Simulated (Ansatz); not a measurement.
# InP (F-43m) in Ansatz: a series of runs

One crystal, InP, is run at these levels: BLYP, PBE, PBE0; tasks: relaxation of cell and atoms, single point.

Program: Ansatz 0.2.0. These are calculated values, not measurements. Logs are shortened: lines on timing, memory, paths and dates and some standing lists are left out, and cuts for length are marked.

**Measured values to compare with.**

A printed reference work, data compilation reports, for a bulk crystal of InP at 1.6 K: band gap 1.4236 eV (direct).

The results are compared with them further down.

**1. The crystal as given**

Symmetry: F-43m, No. 216, cubic system. Conventional cell: a = 5.861 Å, b = 5.861 Å, c = 5.861 Å, α = 90.00°, β = 90.00°, γ = 90.00°. In (site symmetry -43m) has 4 P at 2.54 Å as nearest neighbours. Around P (site symmetry -43m) lie 4 In at 2.54 Å.

**2. Relaxation of cell and atoms, BLYP**

Input file input.yaml:

```yaml
crystal:
  lattice:
    - [0.0, 2.9305, 2.9305]
    - [2.9305, 0.0, 2.9305]
    - [2.9305, 2.9305, 0.0]
  atoms:
    - { symbol: In, position: [0.0, 0.0, 0.0] }
    - { symbol: P, position: [0.75, 0.75, 0.75] }
hamiltonian:
  xc: blyp
  pseudopotentials: { kind: paw }
kpoints:
  mp_grid: { grid: [8, 8, 8] }
scf:
  occupations: { method: fermi_dirac, width: 0.05 }
output:
  forces: true
  stress: true
relax:
  f_tol: 0.01
  max_steps: 40
  cell: { stress_tol: 0.05 }
```

Potentials or basis: Ansatz PAW.

Command:

```sh
$ ansatz run input.yaml --threads 2 --pin off --max-ram 5632MiB --backend cpu --events-out ev --progress --plain --runs-dir out
```

What it wrote:

```text
Warning: RAYON_NUM_THREADS=2 ignored (pool sized by the plan → 2); use --threads N
Engine: ansatz 0.2.0, x86_64-unknown-linux-gnu
Pseudopotentials: kind: paw
Pseudopotential: In, paw, valence charge 13, recommended cutoff 420 eV (normal), In.paw.azcp
Pseudopotential: P, paw, valence charge 5, recommended cutoff 420 eV (normal), P.paw.azcp
Functional definition: BLYP
  parameter beta = 0.0042
  parameter a = 0.04918
  parameter b = 0.132
  parameter c = 0.2533
  parameter d = 0.349
  exchange = b88_x(beta = beta)
  correlation = lyp_c(a = a, b = b, c = c, d = d)
Crystal: 2 atoms, lattice volume = 50.333 Å³
Basis set: ecut = 420 eV, 941 PW (Γ), exchange–correlation on 60×60×60 points (8 copies of the dense FFT grid, shifted against one another)
Bands: 13, of which v1, the nominal top of the filled ones, is band 9 counted from 1 (8 counted from 0)
Symmetry: 24 space group operations
Space group: F-43m (ITA 216), of the structure as read, at distance tolerance 3.7e-5 Å
k-points: 29 of 512 (time reversal used)
Non-local potential: In, projectors of the file, l = 0: 2, l = 1: 2, l = 2: 2, l = 3: 2
Non-local potential: P, projectors of the file, l = 0: 2, l = 1: 2, l = 2: 2
PAW form: soft (Blöchl's): semilocal exchange-correlation on the pseudo side does not see the compensation charge
PAW frozen core: In, regenerated for the run's functional, and the local potential with it (the file was generated under x = pbe(κ = 0.804, μ = 0.2195149727645171), c = pbe(β = 0.06672455060314922))
PAW frozen core: P, regenerated for the run's functional, and the local potential with it (the file was generated under x = pbe(κ = 0.804, μ = 0.2195149727645171), c = pbe(β = 0.06672455060314922))
PAW one-centre angular grid: In, 590 points (default); XC on 64 Gauss nodes
PAW one-centre angular grid: P, 110 points (default); XC on 64 Gauss nodes
Initial density: superposition of atomic densities (neutral atoms: chi_scale 0, normalization atom), corrected by the library's trained network
Initial wavefunctions: pseudopotential atomic-orbital guess
Functional: x = b88, c = lyp
SCF iter   1: F=—  HF=-6374.021460 eV  |F-HF|=—  |Δ(HF+E_count)|=         —  Δρ=4.84e-3  dr2=1.07e-2  ethr=1.77e-3  ⟨swp⟩=6.3  Hψ=2545  notcnv=0
preconditioner: auto → none  [insulator: Δε(μ)=0.618 eV  Ē_g=14.797 eV  σ=0.050 eV  W_gap=1.00  n_scr=14 (ndim 8)  ℏωp=22.2 eV  f_vac=0.021  D(μ)=0.00/eV (n_scr^D=0)  ε∞_Penn≈3.3]
SCF iter   2: F=—  HF=-6374.016833 eV  |F-HF|=—  |Δ(HF+E_count)|=   4.63e-3  Δρ=2.24e-3  dr2=1.59e-3  ethr=5.93e-5  ⟨swp⟩=2.5  Hψ=910  notcnv=0
SCF iter   3: F=—  HF=-6374.016529 eV  |F-HF|=—  |Δ(HF+E_count)|=   3.04e-4  Δρ=7.02e-4  dr2=1.58e-4  ethr=8.82e-6  ⟨swp⟩=2.3  Hψ=484  notcnv=0
SCF iter   4: F=—  HF=-6374.016513 eV  |F-HF|=—  |Δ(HF+E_count)|=   1.57e-5  Δρ=1.13e-4  dr2=4.82e-6  ethr=8.77e-7  ⟨swp⟩=2.0  Hψ=493  notcnv=0
SCF iter   5: F=—  HF=-6374.016510 eV  |F-HF|=—  |Δ(HF+E_count)|=   2.64e-6  Δρ=4.33e-5  dr2=8.00e-7  ethr=2.68e-8  ⟨swp⟩=2.0  Hψ=650  notcnv=0
SCF iter   6: F=—  HF=-6374.016511 eV  |F-HF|=—  |Δ(HF+E_count)|=   9.91e-8  Δρ=2.32e-5  dr2=2.26e-7  ethr=4.45e-9  ⟨swp⟩=1.9  Hψ=442  notcnv=0
SCF iter   7: F=-6374.016510 eV  HF=-6374.016511 eV  |F-HF|=2.70e-8  |Δ(HF+E_count)|=   4.88e-9  Δρ=9.31e-6  dr2=3.51e-8  ethr=5.56e-10  ⟨swp⟩=5.0  Hψ=1228  notcnv=0
SCF 1 converged in 7 iterations: F = -6374.016510 eV  dr2 = 3.51e-8
relax step   1: F+E_penalty+E_count = -6374.01651048 eV  Δ(F+E_penalty+E_count) = +0.000e0 eV  max|allowed force component| = 2.405e-16 eV/Å  Δτ_max = 0.0000 Å  P = +6.749 GPa  Ω = 50.333 Å³  (7 SCF iters, dr2 threshold 1.00e-7 eV, accepted)
Crystal: 2 atoms, lattice volume = 56.258 Å³
Basis set: ecut = 420 eV, 1067 PW (Γ), exchange–correlation on 60×60×60 points (8 copies of the dense FFT grid, shifted against one another)
Initial density: handed on by an earlier stage of this run
Initial wavefunctions: those handed on with the density
iter 1 solved again at ethr=2.12e-4 eV; its pass at ethr=3.10e-3 eV (dr2=3.82e-2 eV) is discarded
SCF iter   1: F=—  HF=-6374.133131 eV  |F-HF|=—  |Δ(HF+E_count)|=         —  Δρ=5.74e-3  dr2=3.85e-2  ethr=2.12e-4  ⟨swp⟩=1.8  Hψ=3158  notcnv=0
preconditioner: auto → none  [insulator: Δε(μ)=1.100 eV  Ē_g=14.356 eV  σ=0.050 eV  W_gap=0.77  n_scr=14 (ndim 8)  ℏωp=21.0 eV  f_vac=0.069  D(μ)=0.07/eV (n_scr^D=0)  ε∞_Penn≈3.1]
SCF iter   2: F=—  HF=-6374.123100 eV  |F-HF|=—  |Δ(HF+E_count)|=   1.00e-2  Δρ=2.28e-3  dr2=3.77e-3  ethr=2.12e-4  ⟨swp⟩=2.3  Hψ=612  notcnv=0
SCF iter   3: F=—  HF=-6374.122388 eV  |F-HF|=—  |Δ(HF+E_count)|=   7.12e-4  Δρ=9.28e-4  dr2=5.21e-4  ethr=2.10e-5  ⟨swp⟩=3.0  Hψ=712  notcnv=0
SCF iter   4: F=—  HF=-6374.122451 eV  |F-HF|=—  |Δ(HF+E_count)|=   6.33e-5  Δρ=3.37e-4  dr2=5.48e-5  ethr=2.90e-6  ⟨swp⟩=2.2  Hψ=643  notcnv=0
SCF iter   5: F=—  HF=-6374.122457 eV  |F-HF|=—  |Δ(HF+E_count)|=   5.26e-6  Δρ=6.05e-5  dr2=1.21e-6  ethr=3.04e-7  ⟨swp⟩=2.0  Hψ=640  notcnv=0
SCF iter   6: F=-6374.122457 eV  HF=-6374.122457 eV  |F-HF|=6.26e-9  |Δ(HF+E_count)|=   6.62e-7  Δρ=3.64e-6  dr2=1.13e-8  ethr=1.11e-9  ⟨swp⟩=5.0  Hψ=1367  notcnv=0
SCF 2 converged in 6 iterations: F = -6374.122457 eV  dr2 = 1.13e-8
relax step   2: F+E_penalty+E_count = -6374.12245737 eV  Δ(F+E_penalty+E_count) = -1.059e-1 eV  max|allowed force component| = 9.714e-17 eV/Å  Δτ_max = 0.0000 Å  P = -0.224 GPa  Ω = 56.258 Å³  energy of the carried Pulay correction = -1.098e-3 eV  (6 SCF iters, dr2 threshold 2.00e-7 eV, accepted)
Crystal: 2 atoms, lattice volume = 56.046 Å³
iter 1 solved again at ethr=1.90e-7 eV; its pass at ethr=3.10e-3 eV (dr2=3.41e-5 eV) is discarded
SCF iter   1: F=—  HF=-6374.122682 eV  |F-HF|=—  |Δ(HF+E_count)|=         —  Δρ=1.81e-4  dr2=3.68e-5  ethr=1.90e-7  ⟨swp⟩=2.8  Hψ=2588  notcnv=0
preconditioner: auto → none  [insulator: Δε(μ)=1.158 eV  Ē_g=14.351 eV  σ=0.050 eV  W_gap=0.80  n_scr=14 (ndim 8)  ℏωp=21.0 eV  f_vac=0.036  D(μ)=0.07/eV (n_scr^D=0)  ε∞_Penn≈3.2]
SCF iter   2: F=—  HF=-6374.122672 eV  |F-HF|=—  |Δ(HF+E_count)|=   1.01e-5  Δρ=7.07e-5  dr2=3.39e-6  ethr=1.90e-7  ⟨swp⟩=2.0  Hψ=487  notcnv=0
SCF iter   3: F=—  HF=-6374.122671 eV  |F-HF|=—  |Δ(HF+E_count)|=   5.59e-7  Δρ=2.94e-5  dr2=4.89e-7  ethr=1.88e-8  ⟨swp⟩=2.6  Hψ=555  notcnv=0
SCF iter   4: F=-6374.122671 eV  HF=-6374.122671 eV  |F-HF|=9.23e-9  |Δ(HF+E_count)|=   5.67e-8  Δρ=1.12e-5  dr2=5.85e-8  ethr=6.98e-10  ⟨swp⟩=5.0  Hψ=1310  notcnv=0
SCF 3 converged in 4 iterations: F = -6374.122671 eV  dr2 = 5.85e-8
relax step   3: F+E_penalty+E_count = -6374.12267136 eV  Δ(F+E_penalty+E_count) = -2.140e-4 eV  max|allowed force component| = 1.249e-16 eV/Å  Δτ_max = 0.0000 Å  P = -0.042 GPa  Ω = 56.046 Å³  energy of the carried Pulay correction = -1.061e-3 eV  (4 SCF iters, dr2 threshold 1.26e-7 eV, accepted)
Initial wavefunctions: pseudopotential atomic-orbital guess (no wavefunctions were taken with the density)
iter 1 solved again at ethr=8.89e-7 eV; its pass at ethr=3.10e-3 eV (dr2=1.60e-4 eV) is discarded
SCF iter   1: F=—  HF=-6374.123919 eV  |F-HF|=—  |Δ(HF+E_count)|=         —  Δρ=1.13e-4  dr2=1.10e-6  ethr=8.89e-7  ⟨swp⟩=3.9  Hψ=3584  notcnv=0
preconditioner: auto → none  [insulator: Δε(μ)=1.156 eV  Ē_g=14.351 eV  σ=0.050 eV  W_gap=0.80  n_scr=14 (ndim 8)  ℏωp=21.0 eV  f_vac=0.037  D(μ)=0.07/eV (n_scr^D=0)  ε∞_Penn≈3.2]
SCF iter   2: F=—  HF=-6374.123922 eV  |F-HF|=—  |Δ(HF+E_count)|=   2.80e-6  Δρ=5.34e-5  dr2=2.57e-7  ethr=6.11e-9  ⟨swp⟩=2.4  Hψ=620  notcnv=0
SCF iter   3: F=—  HF=-6374.123923 eV  |F-HF|=—  |Δ(HF+E_count)|=   1.61e-6  Δρ=1.42e-5  dr2=5.49e-8  ethr=1.43e-9  ⟨swp⟩=2.9  Hψ=642  notcnv=0
SCF iter   4: F=—  HF=-6374.123923 eV  |F-HF|=—  |Δ(HF+E_count)|=   7.23e-8  Δρ=2.90e-6  dr2=2.37e-9  ethr=3.05e-10  ⟨swp⟩=2.0  Hψ=644  notcnv=0
SCF iter   5: F=—  HF=-6374.123923 eV  |F-HF|=—  |Δ(HF+E_count)|=   3.38e-9  Δρ=8.60e-7  dr2=1.04e-10  ethr=1.31e-11  ⟨swp⟩=2.3  Hψ=505  notcnv=0
SCF iter   6: F=-6374.123923 eV  HF=-6374.123923 eV  |F-HF|=4.55e-12  |Δ(HF+E_count)|=  3.38e-10  Δρ=1.40e-7  dr2=6.39e-12  ethr=1.00e-12  ⟨swp⟩=7.2  Hψ=1725  notcnv=0
SCF 4 converged in 6 iterations: F = -6374.123923 eV  dr2 = 6.39e-12
relax step   4: F+E_penalty+E_count = -6374.12392342 eV  Δ(F+E_penalty+E_count) = -1.252e-3 eV  max|allowed force component| = 8.789e-17 eV/Å  Δτ_max = 0.0000 Å  P = -0.028 GPa  Ω = 56.046 Å³  stress off target by 2.81e-2 GPa  SCF on the basis re-selected at this cell (its energy is not comparable with the rows above)  (6 SCF iters)
basis re-selected at this cell: Δ(F+E_penalty+E_count) = -1.252e-3 eV, ΔP = +0.014 GPa vs the last step (what re-selecting the basis moved, of the pressure what is left beyond the Pulay correction that the steps carried, after the strain that the cell walked since its last selection, with what the two solves' SCF thresholds leave and, on support functions, any second-order correction that the steps lacked; it is no measure of the basis error at this ecutwfc). This SCF's stress stands 2.81e-2 GPa from its target on what of the cell is left free (relax.cell.stress_tol is 5.00e-2 GPa) and its largest allowed force component is 8.79e-17 eV/Å (relax.f_tol is 1.00e-2 eV/Å): within both
SCF converged after 6 iterations
Free energy (F): -6374.123923 eV
Harris-Foulkes:  -6374.123923 eV  (|F-HF|=4.55e-12)
Internal energy: -6374.123280 eV  (E = F + TS)
E sigma→0 (E₀):  -6374.123602 eV
Entropy (-TS):   -0.000643 eV (-0.322 meV/atom)
Fermi energy:    6.181231 eV
--- Per-component energies (eV) ---
  E_band       = -64.442305
  E_kinetic    = 311.985891
  E_local      = -1463.950506  (includes V_loc(G=0)·N_el)
  E_nonlocal   = 400.600562
  E_hartree    = 575.603663
  E_xc         = -272.353237
  E_vxc        = -154.752306  (∫ρ·V_xc dr)
  E_paw        = -4748.102125  (= ΣΔE_a)
  E_vpaw       = -309.533288  (= ΣTr[D̂ρ^β])
  E_aug_tail   = 0.000029  (compensation charges beyond the density's cutoff)
  E_ewald      = -1177.734836
  E_core_change = -0.172721  (= ΣΔE_core)
  E_smearing   = -0.000643  (= −TS)
  E_closure    = -0.000000  (closes the sum)
  Σ components = -6374.123923   (vs F -6374.123923, Δ=0.00e0)
--- Forces (eV/Å), atoms counted from 1 ---
  atom   1  In     0.00000000     0.00000000    -0.00000000
  atom   2  P     -0.00000000     0.00000000     0.00000000
  max |Σ_I F_I| component: 4.86e-17 eV/Å
--- Stress (GPa, compression-positive) ---
       -0.028140      -0.000000       0.000000
       -0.000000      -0.028140      -0.000000
        0.000000       0.000000      -0.028140
  P = ⅓ Tr σ = -0.0281 GPa (-0.281 kbar)
--- Relaxed structure (3 steps of the walk, 3 accepted, 1 SCFs on fresh bases) ---
  F+E_penalty+E_count = -6374.12392342 eV   max|allowed force component| = 8.789e-17 eV/Å   (the final SCF, on the basis selected at the relaxed cell)
  cell:  # Å, volume = 56.0465 Å³
    - [-7.133520846053828e-34, 3.0374287350456877, 3.037428735045687]
    - [3.0374287350456877, 3.0572232197373542e-33, 3.037428735045687]
    - [3.0374287350456877, 3.0374287350456877, 3.0572232197373624e-34]
  atoms:
    - { symbol: In, position: [6.941694262955189e-34, -7.297678584132378e-34, -6.722626988384611e-34] }
    - { symbol: P, position: [0.7500000000000001, 0.7500000000000001, 0.7499999999999999] }
```

Wall time 8.3 s (2 threads of Intel Xeon at 2.70GHz, shared host); peak memory 0.37 GiB.

Results:

```
Free energy                            : -6374.1239 eV
Relaxed volume                         : 28.02 Å³/atom
Relaxed cell                           : a = 4.296 Å, b = 4.296 Å, c = 4.296 Å, α = 60.00°, β = 60.00°, γ = 60.00°
Space group after relaxing (to 0.05 Å) : F-43m (No. 216)
Energy gained by relaxing              : 53.7 meV/atom
Ionic steps                            : 4
Pressure after relaxing                : 0.0 GPa
```

The path:
```tsv
step	energy change (eV)	largest force (eV/Å)	volume (Å³)
1	0.0000	0.0000	50.33
2	-0.1059	0.0000	56.26
3	-0.1062	0.0000	56.05
4	-0.1074	0.0000	56.05
```

Final structure:
```yaml
crystal:
  lattice:
    - [0.00000, 3.03743, 3.03743]
    - [3.03743, 0.00000, 3.03743]
    - [3.03743, 3.03743, 0.00000]
  atoms:
    - { symbol: In, position: [0.00000, 0.00000, 0.00000] }
    - { symbol: P, position: [0.75000, 0.75000, 0.75000] }
```

Caveat: the plane-wave basis is chosen anew once the cell has moved, so the energies of steps on either side of that aren't comparable; the volume moved by +11 % from the deposited cell, more than functionals usually miss; the PAW data sets come from PBE, with cores solved anew for the run's functional, which leaves a small shift of forces and pressure.

(Continued in part 2 of 2.)
